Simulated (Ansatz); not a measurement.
**Equation of state of Mo**

```cif
data_structure
_symmetry_space_group_name_H-M 'Pm-3m'
_symmetry_Int_Tables_number 221
_cell_length_a 2.6049
_cell_length_b 2.6049
_cell_length_c 2.6049
_cell_angle_alpha 90.000
_cell_angle_beta 90.000
_cell_angle_gamma 90.000
_cell_volume 17.68
loop_
_atom_site_label
_atom_site_type_symbol
_atom_site_symmetry_multiplicity
_atom_site_Wyckoff_symbol
_atom_site_fract_x
_atom_site_fract_y
_atom_site_fract_z
_atom_site_occupancy
Mo1 Mo 1 a 0.00000 0.00000 0.00000 1
```

The runs use the primitive cell with vectors (2.605, 0.000, 0.000), (0.000, 2.605, 0.000), (0.000, 0.000, 2.605) Å, to which the k mesh refers.

The structure comes from a relaxation in the same program, started in the sc type, and has space group Pm-3m. Whether it is a known phase or the ground state wasn't checked.

Levels of theory: DFT, PBE, all-electron LAPW, scalar-relativistic (Ansatz 0.2.0); DFT, PBE, PAW with Ansatz's default frozen-core files, scalar-relativistic (Ansatz 0.2.0).

For LAPW: a Γ-centred 12×12×12 k mesh, Fermi–Dirac smearing of 0.03 eV, basis error target 0.5 meV/atom, no spin polarisation. PAW takes a cutoff of 420 eV at this cell. The Ansatz runs share mesh, smearing and spin set-up. Plane-wave (PAW) pressures include the program's estimate of the Pulay term.

The cell above is scaled evenly, with fractional coordinates and shape held.

Estimate the equilibrium volume and bulk modulus that full-potential LAPW gives for this fixed shape.

V0 = 17.67 Å³/atom, B0 = 193 GPa, B0′ = 4.0, from a third-order Birch–Murnaghan fit to these pressures:
```csv
V/V(cell),V (Å³/atom),"P, LAPW (GPa)","P, PAW (GPa)","free energy over the lowest listed, PAW (meV/atom)"
0.9405,16.623,13.35,13.37,41.8
0.9800,17.322,4.05,4.07,4.4
1.0000,17.675,-0.03,-0.02,0.0
1.0200,18.029,-3.71,-3.70,4.2
1.0600,18.736,-10.00,-9.99,34.9
```

PAW's V0 lies 0.01 % from the all-electron value and its B0 0.1 %. Symmetry fixes shape and coordinates here, so this is the relaxed modulus.
